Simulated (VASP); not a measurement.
# TiN (Fm-3m) in VASP: band structure with PBE

Aim: the band structure of TiN with PBE.

Everything below comes from runs of VASP 6.6.1. Logs are shortened: lines on timing, memory, paths and dates and some standing lists are left out, and cuts for length are marked.

### 1 The structure

The structure is cubic, space group Fm-3m (No. 225). The conventional cell has a = 4.238 Å, b = 4.238 Å, c = 4.238 Å, α = 90.00°, β = 90.00°, γ = 90.00°. Around Ti (site symmetry m-3m) lie 6 N at 2.12 Å. N (site symmetry m-3m) has 6 Ti at 2.12 Å as nearest neighbours.

### 2 Band structure, PBE

POSCAR

```
TiN
1.0
    0.0000000000      2.1190000000      2.1190000000
    2.1190000000      0.0000000000      2.1190000000
    2.1190000000      2.1190000000      0.0000000000
Ti N
1 1
Direct
    0.0000000000      0.0000000000      0.0000000000
    0.5000000000      0.5000000000      0.5000000000
```

INCAR.step1

```
SYSTEM = TiN
ALGO = Normal ; EDIFF = 1E-7
ENCUT = 520 ; GGA = PE
ISIF = 2 ; ISMEAR = 0
LASPH = .True. ; LCHARG = .True.
LMAXMIX = 4 ; LREAL = .False.
LWAVE = .False. ; NELM = 60
PREC = Accurate ; SIGMA = 0.02
```

KPOINTS.step1

```
k-points
0
Gamma
  12 12 12
  0 0 0
```

INCAR.step2

```
SYSTEM = TiN
ALGO = Normal ; EDIFF = 1E-7
ENCUT = 520 ; GGA = PE
ICHARG = 11 ; ISIF = 2
ISMEAR = 0 ; LASPH = .True.
LCHARG = .False. ; LMAXMIX = 4
LREAL = .False. ; LWAVE = .False.
NELM = 60 ; PREC = Accurate
SIGMA = 0.05
```

KPOINTS.step2

```
path GXWKGLUWLK,UX
15
line-mode
reciprocal
 0.0000000000  0.0000000000  0.0000000000  G
 0.5000000000  0.0000000000  0.5000000000  X

 0.5000000000  0.0000000000  0.5000000000  X
 0.5000000000  0.2500000000  0.7500000000  W

 0.5000000000  0.2500000000  0.7500000000  W
 0.3750000000  0.3750000000  0.7500000000  K

 0.3750000000  0.3750000000  0.7500000000  K
 0.0000000000  0.0000000000  0.0000000000  G

 0.0000000000  0.0000000000  0.0000000000  G
 0.5000000000  0.5000000000  0.5000000000  L

 0.5000000000  0.5000000000  0.5000000000  L
 0.6250000000  0.2500000000  0.6250000000  U

 0.6250000000  0.2500000000  0.6250000000  U
 0.5000000000  0.2500000000  0.7500000000  W

 0.5000000000  0.2500000000  0.7500000000  W
 0.5000000000  0.5000000000  0.5000000000  L

 0.5000000000  0.5000000000  0.5000000000  L
 0.3750000000  0.3750000000  0.7500000000  K

 0.6250000000  0.2500000000  0.6250000000  U
 0.5000000000  0.0000000000  0.5000000000  X
```

Potentials or basis: VASP PAW PBE potentials, release 64 (Ti_sv, N).

The run is started by

```bash
cat potpaw_PBE.64/Ti_sv/POTCAR potpaw_PBE.64/N/POTCAR > POTCAR
cp INCAR.step1 INCAR
cp KPOINTS.step1 KPOINTS
mpirun -np 1 vasp_std > vasp.out
cp INCAR.step2 INCAR
cp KPOINTS.step2 KPOINTS
mpirun -np 1 vasp_std > vasp.out
```

OUTCAR:

```text
SYSTEM = TiN
   EDIFF = 1E-7
   ENCUT = 520
   GGA = PE
   ICHARG = 11
   ISIF = 2
   ISMEAR = 0
   LASPH = .True.
   LREAL = .False.
   NELM = 60
   PREC = Accurate

 ion  position               nearest neighbor table
   1  0.000  0.000  0.000-   2 2.12   2 2.12   2 2.12   2 2.12   2 2.12   2 2.12
   2  0.500  0.500  0.500-   1 2.12   1 2.12   1 2.12   1 2.12   1 2.12   1 2.12

  LATTYP: Found a face centered cubic cell.
 ALAT       =     4.2380000000

  Lattice vectors:

 A1 = (   0.0000000000,   2.1190000000,   2.1190000000)
 A2 = (   2.1190000000,   0.0000000000,   2.1190000000)
 A3 = (   2.1190000000,   2.1190000000,   0.0000000000)

Analysis of symmetry for initial positions (statically):
=====================================================================
 Subroutine PRICEL returns:
 Original cell was already a primitive cell.

 Routine SETGRP: Setting up the symmetry group for a
 face centered cubic supercell.

 Subroutine GETGRP returns: Found 48 space group operations
 (whereof 48 operations were pure point group operations)
 out of a pool of 48 trial point group operations.

The static configuration has the point symmetry O_h .

Analysis of symmetry for dynamics (positions and initial velocities):
=====================================================================
 Subroutine PRICEL returns:
 Original cell was already a primitive cell.

 Routine SETGRP: Setting up the symmetry group for a
 face centered cubic supercell.

 Subroutine GETGRP returns: Found 48 space group operations
 (whereof 48 operations were pure point group operations)
 out of a pool of 48 trial point group operations.

The dynamic configuration has the point symmetry O_h .

 Subroutine INISYM returns: Found 48 space group operations
 (whereof 48 operations are pure point group operations),
 and found     1 'primitive' translations

----------------------------------------------------------------------------------------

                                     Primitive cell

  volume of cell :      19.0293

  direct lattice vectors                    reciprocal lattice vectors
     0.000000000  2.119000000  2.119000000    -0.235960359  0.235960359  0.235960359
     2.119000000  0.000000000  2.119000000     0.235960359 -0.235960359  0.235960359
     2.119000000  2.119000000  0.000000000     0.235960359  0.235960359 -0.235960359

  length of vectors
     2.996718539  2.996718539  2.996718539     0.408695330  0.408695330  0.408695330

  position of ions in fractional coordinates (direct lattice)
     0.000000000  0.000000000  0.000000000
     0.500000000  0.500000000  0.500000000

  ion indices of the primitive-cell ions
   primitive index   ion index
                 1           1
                 2           2

----------------------------------------------------------------------------------------

 KPOINTS: path GXWKGLUWLK,UX

Interpolating k-points between supplied coordinates.

 Line segments in fractional coordinates (reciprocal lattice):
    0.000000  0.000000  0.000000  ...  0.500000  0.000000  0.500000
    0.500000  0.000000  0.500000  ...  0.500000  0.250000  0.750000
    0.500000  0.250000  0.750000  ...  0.375000  0.375000  0.750000
    0.375000  0.375000  0.750000  ...  0.000000  0.000000  0.000000
    0.000000  0.000000  0.000000  ...  0.500000  0.500000  0.500000
    0.500000  0.500000  0.500000  ...  0.625000  0.250000  0.625000
    0.625000  0.250000  0.625000  ...  0.500000  0.250000  0.750000
    0.500000  0.250000  0.750000  ...  0.500000  0.500000  0.500000
    0.500000  0.500000  0.500000  ...  0.375000  0.375000  0.750000
    0.625000  0.250000  0.625000  ...  0.500000  0.000000  0.500000

 Generated    15 points on each line segment, for a total of    150 k-points:

 Following reciprocal coordinates:
            Coordinates               Weight
  0.000000  0.000000  0.000000      0.006667
  0.035714  0.000000  0.035714      0.006667
  0.071429  0.000000  0.071429      0.006667
  0.107143  0.000000  0.107143      0.006667
  0.142857  0.000000  0.142857      0.006667
  0.178571  0.000000  0.178571      0.006667
[... 16 lines left out ...]
  0.500000  0.125000  0.625000      0.006667
  0.500000  0.142857  0.642857      0.006667
 [... further k-points ...]
   k-points           NKPTS =    150   k-points in BZ     NKDIM =    150   number of bands    NBANDS=     12
   number of dos      NEDOS =    301   number of ions     NIONS =      2
   total plane-waves  NPLWV =  13824
   dimension x,y,z NGX =    24 NGY =   24 NGZ =   24
   dimension x,y,z NGXF=    48 NGYF=   48 NGZF=   48
   ions per type =               1   1
   NGX,Y,Z   is equivalent  to a cutoff of  13.31, 13.31, 13.31 a.u.
   NGXF,Y,Z  is equivalent  to a cutoff of  26.63, 26.63, 26.63 a.u.
 SYSTEM =  TiN
   PREC   = accura    normal or accurate (medium, high low for compatibility)
   ISTART =      0    job   : 0-new  1-cont  2-samecut
   ICHARG =     11    charge: 1-file 2-atom 10-const
   ISPIN  =      1    spin polarized calculation?
   LNONCOLLINEAR =      F non collinear calculations
   LSORBIT =      F    spin-orbit coupling
   LASPH  =      T    aspherical Exc in radial PAW
   ENCUT  =  520.0 eV  38.22 Ry    6.18 a.u.   5.57  5.57  5.57*2*pi/ulx,y,z
   NELM   =     60;   NELMIN=  2; NELMDL=  0     # of ELM steps
   EDIFF  = 0.1E-06   stopping-criterion for ELM
   LREAL  =      F    real-space projection
   EDIFFG = 0.1E-05   stopping-criterion for IOM
   NSW    =      0    number of steps for IOM
   IBRION =     -1    ionic relax: 0-MD 1-quasi-New 2-CG
   NFREE  =      0    steps in history (QN), initial steepest desc. (CG)
   ISIF   =      2    stress and relaxation
   ISYM   =      2    0-nonsym 1-usesym 2-fastsym
   POTIM  = 0.5000    time-step for ionic-motion
   TEBEG  =    0.0;   TEEND  =   0.0 temperature during run
   PSTRESS=    0.0 pullay stress
   NELECT =      17.0000    total number of electrons
   NUPDOWN=      -1.0000    fix difference up-down
   EMIN   =  10.00;   EMAX   =-10.00  energy-range for DOS
   EFERMI =   0.00;   METHOD = LEGACY
   ISMEAR =     0;   SIGMA  =   0.05  broadening in eV -4-tet -1-fermi 0-gaus
   EFERMI_NEDOS =   21; number of points for ismear=-14 and -15
   IALGO  =     38    algorithm
   IMIX   =      4    mixing-type and parameters
     AMIX     =   0.40;   BMIX     =  1.00
     AMIX_MAG =   1.60;   BMIX_MAG =  1.00
  volume/ion in A,a.u.               =       9.51        64.21
  Fermi-wavevector in a.u.,A,eV,Ry     =   1.576704  2.979539 33.824024  2.485996
  Thomas-Fermi vector in A             =   2.677497
   LORBIT       =      0    0 simple, 1 ext, 2 COOP (PROOUT), +10 PAW based schemes
   GGA     = PE    functional components
   LHFCALC =     F    Hartree Fock is set to
   AEXX    =    0.0000 exact exchange contribution
   IVDW    =     0    specifies the selected vdW correction
   LEPSILON=     F    determine dielectric tensor
   LRPA    =     F    only Hartree local field effects (RPA)
 non-spin polarized calculation
 Gauss-broadening in eV      SIGMA  =   0.05
  energy-cutoff  :      520.00
  volume of cell :       19.03
 maximum number of plane-waves:       532
 NGX is ok and might be reduce to    24

 number of electron      17.0000002 magnetization

 Free energy of the ion-electron system (eV)
  ---------------------------------------------------
  ext. energy  EPLUGINS =         0.00000000
  ---------------------------------------------------
  free energy    TOTEN  =       -18.89979387 eV

  energy without entropy =      -18.89846516  energy(sigma->0) =      -18.89912951

 E-fermi :  11.1765     XC(G=0): -13.0351

 val. band max:       11.1474836867   @ k =   0.0714   0.0714   0.0714
 cond. band min:      11.1821984674   @ k =   0.0536   0.0536   0.1071
 fundamental gap:      0.0347147807
 Fermi energy:        11.1764692745

 k-point     1 :       0.0000    0.0000    0.0000
  band No.  band energies     occupation
      1     -46.3889      2.00000
      2     -22.3661      2.00000
      3     -22.3661      2.00000
      4     -22.3661      2.00000
      5      -5.6339      2.00000
      6       9.4376      2.00000
      7       9.4376      2.00000
      8       9.4376      2.00000
      9      10.8641      2.00000
     10      10.8641      2.00000
     11      10.8641      2.00000
     12      12.0598      0.00000

 k-point     2 :       0.0357    0.0000    0.0357
  band No.  band energies     occupation
      1     -46.3872      2.00000
      2     -22.3742      2.00000
      3     -22.3687      2.00000
      4     -22.3687      2.00000
      5      -5.6005      2.00000
      6       9.1248      2.00000
      7       9.3350      2.00000
      8       9.3350      2.00000
      9      10.8243      2.00000
     10      11.0038      2.00000
     11      11.0038      2.00000
     12      12.0721      0.00000

 k-point     3 :       0.0714    0.0000    0.0714
  band No.  band energies     occupation
      1     -46.3825      2.00000
      2     -22.3980      2.00000
      3     -22.3763      2.00000
      4     -22.3763      2.00000
      5      -5.5032      2.00000
      6       8.4444      2.00000
      7       9.1093      2.00000
      8       9.1093      2.00000
      9      10.7087      2.00000
     10      11.3379      0.00000
     11      11.3379      0.00000
     12      12.1084      0.00000

 k-point     4 :       0.1071    0.0000    0.1071
  band No.  band energies     occupation
      1     -46.3748      2.00000
      2     -22.4355      2.00000
      3     -22.3886      2.00000
      4     -22.3886      2.00000
      5      -5.3505      2.00000
      6       7.6758      2.00000
      7       8.8619      2.00000
      8       8.8619      2.00000
      9      10.5284      2.00000
     10      11.7558      0.00000
     11      11.7558      0.00000
     12      12.1674      0.00000

 k-point     5 :       0.1429    0.0000    0.1429
  band No.  band energies     occupation
      1     -46.3645      2.00000
      2     -22.4841      2.00000
      3     -22.4050      2.00000
      4     -22.4050      2.00000
      5      -5.1561      2.00000
      6       6.9367      2.00000
      7       8.6376      2.00000
      8       8.6376      2.00000
      9      10.2991      2.00000
     10      12.1980      0.00000
     11      12.1980      0.00000
     12      12.2466      0.00000
[... 228 lines left out ...]
      1     -46.2596      2.00000
      2     -22.8785      2.00000
      3     -22.5982      2.00000
      4     -22.5786      2.00000
      5      -4.0977      2.00000
      6       5.6678      2.00000
      7       7.1851      2.00000
      8       7.5229      2.00000
      9       9.7569      2.00000
     10      13.7199      0.00000
     11      13.7433      0.00000
     12      13.8711      0.00000

 k-point    22 :       0.5000    0.1071    0.6071
  band No.  band energies     occupation
      1     -46.2596      2.00000
      2     -22.8678      2.00000
      3     -22.6091      2.00000
      4     -22.5808      2.00000
      5      -4.0502      2.00000
      6       5.6802      2.00000
      7       6.9987      2.00000
      8       7.2862      2.00000
      9      10.0632      2.00000
     10      13.6788      0.00000
     11      13.8715      0.00000
     12      13.8984      0.00000

 k-point    23 :       0.5000    0.1250    0.6250
  band No.  band energies     occupation
      1     -46.2595      2.00000
      2     -22.8556      2.00000
      3     -22.6216      2.00000
      4     -22.5832      2.00000
      5      -3.9993      2.00000
      6       5.6967      2.00000
      7       6.8265      2.00000
      8       7.0506      2.00000
      9      10.3726      2.00000
     10      13.5966      0.00000
     11      13.8719      0.00000
     12      14.0662      0.00000

 k-point    24 :       0.5000    0.1429    0.6429
  band No.  band energies     occupation
      1     -46.2595      2.00000
      2     -22.8419      2.00000
      3     -22.6355      2.00000
      4     -22.5856      2.00000
      5      -3.9475      2.00000
      6       5.7181      2.00000
      7       6.6683      2.00000
      8       6.8264      2.00000
      9      10.6826      2.00000
     10      13.4944      0.00000
     11      13.8723      0.00000
     12      14.2155      0.00000

 [... further k-points ...]
[... 5 lines left out ...]
  --------------------------------------------------------------------------------------
  -------------------------------------------------------------------------------------
  Total        1.8325345      1.8325345      1.8325345      0.0000000      0.0000000     -0.0000000
  in kB      154.2907472    154.2907472    154.2907472      0.0000000      0.0000000     -0.0000000
  external PRESSURE =     154.2907472 kB  Pullay stress =       0.0000000 kB

 VOLUME and BASIS-vectors are now :
 -----------------------------------------------------------------------------
  energy-cutoff  :      520.00
  volume of cell :       19.03
      direct lattice vectors                 reciprocal lattice vectors
     0.000000000  2.119000000  2.119000000    -0.235960359  0.235960359  0.235960359
     2.119000000  0.000000000  2.119000000     0.235960359 -0.235960359  0.235960359
     2.119000000  2.119000000  0.000000000     0.235960359  0.235960359 -0.235960359

 POSITION                                       TOTAL-FORCE (eV/Angst)
 -----------------------------------------------------------------------------------
      0.00000      0.00000      0.00000        -0.000000      0.000000      0.000000
      2.11900      2.11900      2.11900         0.000000     -0.000000     -0.000000
 -----------------------------------------------------------------------------------
    total drift:                                0.000000     -0.000000     -0.000000

  FREE ENERGIE OF THE ION-ELECTRON SYSTEM (eV)
  ---------------------------------------------------
  free  energy   TOTEN  =       -18.8997938673 eV

  energy  without entropy=      -18.8984651568  energy(sigma->0) =      -18.89912951
```

Wall time 29 s (1 thread of Intel Xeon Platinum 8488C (Sapphire Rapids), shared host); peak memory 0.16 GiB.

What came out:

* Band gap along the path: none (metal or under the smearing width)

Levels at the corners of the path, in eV from the Fermi level:
| point | band 4 | band 5 | band 6 | band 7 | band 8 | band 9 | band 10 | band 11 | band 12 |
| --- | --- | --- | --- | --- | --- | --- | --- | --- | --- |
| Γ | -33.80 | -17.06 | -1.99 | -1.99 | -1.99 | -0.57 | -0.57 | -0.57 | 0.63 |
| X | -34.00 | -15.65 | -5.78 | -3.18 | -3.18 | -3.02 | 1.69 | 2.44 | 2.44 |
| X | -34.00 | -15.65 | -5.78 | -3.18 | -3.18 | -3.02 | 1.69 | 2.44 | 2.44 |
| W | -34.02 | -15.19 | -5.43 | -5.43 | -5.32 | 0.98 | 0.98 | 2.44 | 3.18 |
| W | -34.02 | -15.19 | -5.43 | -5.43 | -5.32 | 0.98 | 0.98 | 2.44 | 3.18 |
| K | -33.95 | -15.23 | -5.77 | -5.67 | -4.42 | -0.42 | 2.03 | 2.37 | 3.65 |
| K | -33.95 | -15.23 | -5.77 | -5.67 | -4.42 | -0.42 | 2.03 | 2.37 | 3.65 |
| Γ | -33.80 | -17.06 | -1.99 | -1.99 | -1.99 | -0.57 | -0.57 | -0.57 | 0.63 |
| Γ | -33.80 | -17.06 | -1.99 | -1.99 | -1.99 | -0.57 | -0.57 | -0.57 | 0.63 |
| L | -33.85 | -14.60 | -8.04 | -5.44 | -5.44 | 1.74 | 1.74 | 2.41 | 5.80 |
| L | -33.85 | -14.60 | -8.04 | -5.44 | -5.44 | 1.74 | 1.74 | 2.41 | 5.80 |
| U | -33.95 | -15.23 | -5.77 | -5.67 | -4.42 | -0.42 | 2.03 | 2.37 | 3.65 |
| U | -33.95 | -15.23 | -5.77 | -5.67 | -4.42 | -0.42 | 2.03 | 2.37 | 3.65 |
| W | -34.02 | -15.19 | -5.43 | -5.43 | -5.32 | 0.98 | 0.98 | 2.44 | 3.18 |
| W | -34.02 | -15.19 | -5.43 | -5.43 | -5.32 | 0.98 | 0.98 | 2.44 | 3.18 |
| L | -33.85 | -14.60 | -8.04 | -5.44 | -5.44 | 1.74 | 1.74 | 2.41 | 5.80 |
| L | -33.85 | -14.60 | -8.04 | -5.44 | -5.44 | 1.74 | 1.74 | 2.41 | 5.80 |
| K | -33.95 | -15.23 | -5.77 | -5.67 | -4.42 | -0.42 | 2.03 | 2.37 | 3.65 |
| U | -33.95 | -15.23 | -5.77 | -5.67 | -4.42 | -0.42 | 2.03 | 2.37 | 3.65 |
| X | -34.00 | -15.65 | -5.78 | -3.18 | -3.18 | -3.02 | 1.69 | 2.44 | 2.44 |

Caveat: the log is that of the step along the path at fixed density, whose energy, stress, charges and moments have no meaning.
